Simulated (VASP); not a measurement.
Runs of VASP 6.6.1 on TiSe2. The structure is trigonal, space group P-3m1 (No. 164). Conventional cell: a = 3.484 Å, b = 3.484 Å, c = 5.860 Å, α = 90.00°, β = 90.00°, γ = 120.00°. Ti (site symmetry -3m) is surrounded by 6 Se at 2.54 Å. Se (site symmetry 3m) has 3 Ti at 2.54 Å as nearest neighbours. 

```tsv
task	level	potentials or basis	spin	cell	cutoff (eV)	k mesh for the DOS	occupations for the DOS	pressure (GPa)	largest force (eV/Å)
band structure	LDA	VASP PAW LDA potentials, release 64 (Ti_sv, Se)	off	P-3m1, 20.54 Å³/atom	520	-	-	(a)	0.31
relaxation of cell and atoms	PBE+D3(BJ)	VASP PAW PBE potentials, release 64 (Ti_sv, Se)	off	relaxed	600	-	-	0.0	0.01
band structure	PBE	VASP PAW PBE potentials, release 64 (Ti_sv, Se)	off	P-3m1, 20.54 Å³/atom	520	-	-	3.5	0.01
band structure	PBE	VASP PAW PBE potentials, release 64 (Ti_sv, Se)	SOC, no magnetisation	P-3m1, 20.54 Å³/atom	520	-	-	3.5	0.01
```

Alike in all rows: k mesh 12 × 12 × 6; smearing methfessel-paxton 0.1 eV.

**Question.** Fill in the values left out.

**Answer.** (a) -3.1.
